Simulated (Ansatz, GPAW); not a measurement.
Given: the input of a run of GPAW 26.7.0 (ASE script) on Ca. This isn't the form of Ca at room conditions, which is fcc.

Contents of run.py:

```python
from ase.dft.bandgap import bandgap
from ase.io import read, write
from ase.units import GPa
from gpaw import GPAW, PW

atoms = read('Ca.xyz')

calc = GPAW(mode=PW(600),
            xc='LDA',
            kpts={'size': (9, 9, 9), 'gamma': True},
            occupations={'name': 'methfessel-paxton', 'order': 0, 'width': 0.1},
            nbands=12,
            convergence={'density': 1e-05, 'energy': 1e-05},
            maxiter=150,
            txt='gpaw.txt')
atoms.calc = calc
energy = atoms.get_potential_energy()
forces = atoms.get_forces()
stress = atoms.get_stress()
calc.write('gs.gpw')
write('result.traj', atoms)
print(f'Energy: {energy:.6f} eV')
print('Forces (eV/A):')
print(forces.round(4))
print('Stress (GPa):', (stress / GPa).round(3))
print('Fermi level:', round(calc.get_fermi_level(), 4), 'eV')
print(f'Gap: {bandgap(calc)[0]:.4f} eV, direct: {bandgap(calc, direct=True)[0]:.4f} eV')
```

Ca.xyz

```xyz
1
Lattice="-2.2052049036 2.2052049036 2.1961148100 2.2052049036 -2.2052049036 2.1961148100 2.2052049036 2.2052049036 -2.1961148100" Properties=species:S:1:pos:R:3 pbc="T T T"
Ca     0.0000000000      0.0000000000      2.1961148100
```

Potentials or basis: the program's PAW data sets (release 1.2.1) made for this functional, pw.

The run is started by

```bash
$ OMP_NUM_THREADS=1 python run.py
```

Translate it to Ansatz 0.2.0. Potentials or basis there: Ansatz PAW, cutoff 420 eV.

As run (cutoffs and basis follow the program's own potentials, and thresholds, step limits or extra output files can differ):

Contents of input.yaml:

```yaml
crystal:
  lattice:
    - [-2.2052049036, 2.2052049036, 2.19611481]
    - [2.2052049036, -2.2052049036, 2.19611481]
    - [2.2052049036, 2.2052049036, -2.19611481]
  atoms:
    - { symbol: Ca, position: [0.5, 0.5, 0.0] }
hamiltonian:
  xc: lda
  pseudopotentials: { kind: paw }
kpoints:
  mp_grid: { grid: [9, 9, 9] }
scf:
  occupations: { method: gaussian, width: 0.1 }
output:
  forces: true
  stress: true
  eigenvalues: true
```

Potentials or basis: Ansatz PAW.

Launch:

```bash
$ ansatz run input.yaml --threads 1 --pin off --max-ram 3584MiB --backend cpu --events-out ev --progress --plain --runs-dir out
```

Both were run:

|  | GPAW | Ansatz |
| --- | --- | --- |
| Pressure | -1.8 GPa | -1.9 GPa |

Ansatz's pressure holds a Pulay term of +0.00 GPa for its cutoff of 420 eV, which the other run lacks.

Ansatz's potentials were made for PBE.

Where Ansatz's input types no cutoff or centring, it takes its own default and a Γ-centred mesh.

The two programs' LDA may be different fits to the electron gas.

Pressure is positive in compression.
